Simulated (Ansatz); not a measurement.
GeO₂ (space group P3_221)

```yaml
crystal:
  lattice:
    - [5.09236, 0.00000, 0.00000]
    - [-2.54618, 4.41011, 0.00000]
    - [0.00000, 0.00000, 5.76836]
  atoms:
    - { symbol: Ge, position: [0.54438, 0.54438, 0.50000] }
    - { symbol: Ge, position: [0.45562, 0.00000, 0.16667] }
    - { symbol: Ge, position: [0.00000, 0.45562, 0.83333] }
    - { symbol: O, position: [0.29822, 0.39734, 0.74188] }
    - { symbol: O, position: [0.60266, 0.90088, 0.40855] }
    - { symbol: O, position: [0.09912, 0.70178, 0.07522] }
    - { symbol: O, position: [0.39734, 0.29822, 0.25812] }
    - { symbol: O, position: [0.90088, 0.60266, 0.59145] }
    - { symbol: O, position: [0.70178, 0.09912, 0.92478] }
```

The slice is a (0001) plane (indices of the conventional cell) through the point (0.000, 0.456, 0.833) (fractional), spanned by u = [110] and v = [1 -1 0] in vectors of this cell: u (5.09 Å) and v (8.82 Å, at 90° to u). It covers one period; positions are fractions (u, v).

Level of theory: PBE (plane waves to 420 eV, PAW, scalar-relativistic; Ansatz, a quantum-chemistry and plane-wave program). k mesh 8×8×6. Near the nuclei the fields are pseudised (PAW); where an atom keeps semicore shells as valence, they peak there. GeO2 was relaxed with its symmetry unable to fall.

**Question.** Predict the map of the electrostatic potential energy of an electron, from the cell's mean on the slice.

**Answer.** 
| v \ u | 0.00 | 0.11 | 0.22 | 0.33 | 0.44 | 0.56 | 0.67 | 0.78 | 0.89 |
|---|---|---|---|---|---|---|---|---|---|
| 0.88 | <-1.0 | 1.0 | 5.3 | 6.7 | 7.0 | 7.2 | 6.8 | 4.6 | 0.1 |
| 0.75 | 6.9 | 7.5 | 7.8 | 7.9 | 7.8 | 6.3 | 5.7 | 6.8 | 6.6 |
| 0.62 | 7.7 | 7.3 | 6.0 | 3.5 | <-1.0 | <-1.0 | <-1.0 | 6.0 | 7.2 |
| 0.50 | 6.7 | x | x | <-1.0 | x | x | <-1.0 | 2.8 | 6.2 |
| 0.38 | 7.1 | 7.2 | 6.0 | 2.6 | <-1.0 | <-1.0 | 3.5 | 6.3 | 6.9 |
| 0.25 | 7.1 | 5.3 | 6.1 | 6.8 | 6.6 | 7.2 | 7.7 | 7.9 | 7.9 |
| 0.12 | <-1.0 | <-1.0 | 3.8 | 6.9 | 7.4 | 7.7 | 6.6 | 5.3 | 0.9 |
| 0.00 | x | x | <-1.0 | 5.0 | 6.8 | 5.2 | x | <-1.0 | x |

Values: electrostatic potential energy of an electron, from the cell's mean, in eV. Points within 0.7 Å of a nucleus are blanked (x), as the pseudised field means little there. Values under -1 eV are set to -1. The zero, the cell's mean, hangs on the PAW cores.
